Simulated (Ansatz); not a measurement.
Run this with the Ansatz DFT code, driven from Python and show what comes out.

The script, `aln_transition.py`:
```python
'''Enthalpies of two structures of AlN under pressure.'''

import warnings

import ansatz as az
import numpy as np

MAX_SCF = 60
EXTRA_BANDS = 6
ECUT = 380
K_SPACING = 0.4
SMEARING = 'cold'
SMEARING_WIDTH = 0.01


def wurtzite(a_site, b_site, a):
    return (
        az.Lattice.from_parameters(a, a, 1.633 * a, alpha=90, beta=90, gamma=120)
        .space_group(186)
        .atom(a_site, (1 / 3, 2 / 3, 0))
        .atom(b_site, (1 / 3, 2 / 3, 0.375))
    )


def zincblende(a_site, b_site, a):
    return (
        az.Lattice.fcc(a)
        .space_group(216)
        .atom(a_site, (0, 0, 0))
        .atom(b_site, (0.25, 0.25, 0.25))
        .primitive()
    )


def run_phase(name, crystal, pressure=0.0):
    calc = (
        crystal.calculation()
        .scf(max_iterations=MAX_SCF, extra_bands=EXTRA_BANDS)
        .functional(az.Functional.PBESOL)
        .basis(ECUT)
        .kpoints(spacing=K_SPACING)
        .occupations(SMEARING, width=SMEARING_WIDTH)
    )
    calc = calc.relax(force_tolerance=0.02, max_steps=40, cell=True, pressure=pressure)
    return calc.run(threads=1, backend='cpu')


def volume_per_atom(outcome):
    return abs(np.linalg.det(outcome.lattice.cell_ang)) / len(outcome.lattice.sites)

warnings.simplefilter('ignore', az.DeckWarning)

phases = {}
phases['wurtzite'] = wurtzite('Al', 'N', 3.09)
phases['zincblende'] = zincblende('Al', 'N', 4.37)

# H = E + PV, with 1 eV per cubic angstrom equal to 160.2 GPa
pressures = [0, 20, 40, 60]
enthalpy, volume = {name: [] for name in phases}, {name: [] for name in phases}
for p in pressures:
    for name, crystal in phases.items():
        o = run_phase(name, crystal, pressure=p)
        volume[name].append(volume_per_atom(o))
        enthalpy[name].append(o.report['energy_sigma0_ev'] / len(o.lattice.sites) + p * volume[name][-1] / 160.21766)
gap = np.array(enthalpy['zincblende']) - np.array(enthalpy['wurtzite'])
rows = [(p, va, vb, 1000 * d) for p, va, vb, d in zip(pressures, volume['wurtzite'], volume['zincblende'], gap)]
print('   P (GPa)  V wurtzite (A^3/atom)  V zincblende (A^3/atom)  H(zincblende) - H(wurtzite) (meV/atom)')
for row in rows:
    print(f'{row[0]:10d}  {row[1]:21.3f}  {row[2]:23.3f}  {row[3]:+38.1f}')
crossings = [p0 - g0 * (p1 - p0) / (g1 - g0) for p0, p1, g0, g1 in zip(pressures, pressures[1:], gap, gap[1:]) if g0 * g1 < 0]
print('crossing near', [round(float(p), 1) for p in crossings], 'GPa') if crossings else print('no crossing in this range')
```

```console
$ python aln_transition.py
   P (GPa)  V wurtzite (A^3/atom)  V zincblende (A^3/atom)  H(zincblende) - H(wurtzite) (meV/atom)
         0                 10.456                   10.480                                   +22.5
        20                  9.605                    9.632                                   +25.6
        40                  8.994                    9.027                                   +29.1
        60                  8.055                    8.559                                  +151.4
no crossing in this range
```

Caveats:
- These settings explore the input space; cutoff and mesh may be short of convergence.
- The cutoff lies under the one recommended for these potentials.
- Under the recommended cutoff a pressure can be off by several GPa, even in sign.
- At a fixed pressure a relaxation lowers the enthalpy F + PV, while F alone can rise.
- Only these two structures are compared, at zero temperature and with their symmetry kept; either may be hypothetical, and another phase may be lower than both. Differences under 10 to 15 meV an atom lie within the error of mesh and functional.
- The cells are prototypes set up for this calculation and needn't exist.
- The script silences the warnings on its input, which a real study should read.
- Wall time of the script: 60 s on 1 thread of Arm Neoverse V2, with other jobs on the host, peak memory 0.36 GiB.
